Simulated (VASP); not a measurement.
# InSe: relaxation of cell and atoms with PBE+D3(BJ)

InSe, a slab with vacuum:

```xyz
4
Lattice="4.0000 0.0000 0.0000 -2.0000 3.4641 0.0000 0.0000 0.0000 23.3577" Properties=species:S:1:pos:R:3 pbc="T T T"
Se    0.0000    0.0000    9.0000
Se    0.0000    0.0000   14.3577
In    2.0000    1.1547   10.2668
In    2.0000    1.1547   13.0875
```

| Property | Result |
| --- | --- |
| Program | VASP 6.6.1 |
| Task | relaxation of cell and atoms |
| Functional | PBE |
| Dispersion | D3(BJ) |
| Potentials or basis | VASP PAW PBE potentials, release 64 (Se, In_d) |
| Cutoff | 600 eV |
| k mesh | 9 × 9 × 1 |
| Occupations | gaussian, width 0.03 eV |
| Spin | no spin polarisation |
| Further INCAR settings | ALGO = Normal; EDIFF = 1e-06; IBRION = 2; EDIFFG = -0.01; NSW = 90; ISIF = 3 |

* Relaxed volume: 82.03 Å³/atom
* Relaxed cell: a = 4.027 Å, b = 4.027 Å, c = 23.358 Å, α = 90.00°, β = 90.00°, γ = 120.00°
* Space group after relaxing (to 0.05 Å): P-6m2 (No. 187)
* Energy gained by relaxing: 4.3 meV/atom
* Ionic steps: 13
* Largest force after relaxing: 0.010 eV/Å
* Band gap on the k mesh: 1.62 eV, indirect (least direct gap 1.69 eV)
* Dispersion energy per atom: -0.222 eV

Forces on the atoms (eV/Å):
```
Se   0.000  0.000 -0.009
Se   0.000  0.000  0.004
In   0.000  0.000  0.010
In   0.000  0.000 -0.004
```

The path:
```csv
step,energy change (eV),largest force (eV/Å),pressure (GPa),volume (Å³)
1,0.0000,0.4302,0.42,323.65
2,-0.0118,0.2049,-0.23,332.23
3,-0.0170,0.0280,-0.01,329.12
4,-0.0170,0.0225,-0.01,329.23
5,-0.0171,0.0148,-0.02,328.88
6,-0.0171,0.0448,0.02,327.84
7,-0.0172,0.0230,0.01,328.30
8,-0.0172,0.0195,0.01,328.37
9,-0.0172,0.0134,0.01,328.17
10,-0.0172,0.0164,0.02,328.02
11,-0.0172,0.0153,0.02,328.07
12,-0.0172,0.0119,0.01,328.09
13,-0.0172,0.0098,0.00,328.11
```

Final structure:
```
Se In
1.0
     4.02747    0.00000    0.00000
    -2.01374    3.48789    0.00000
     0.00000    0.00000   23.35771
Se In
2 2
Direct
  0.00000 0.00000 0.38466
  0.00000 0.00000 0.61529
  0.66667 0.33333 0.44013
  0.66667 0.33333 0.55978
```

Levels at points of the mesh, in eV from the valence-band top:
```csv
k point,band 15,band 16,band 17,band 18,band 19,band 20,band 21,band 22,band 23
"(0.00, 0.00, 0.00)",-0.44,-0.44,-0.37,-0.37,-0.07,1.62,2.84,5.08,5.08
```

Wall time 5.2 min on 2 MPI ranks on Intel(R) Xeon(R) Platinum 8488C (Sapphire Rapids), on a shared host, peak memory 0.55 GiB a rank.

Caveat: spin-orbit coupling is left out, which moves the levels of the heavy elements. Zero-point motion and thermal expansion aren't in these numbers.
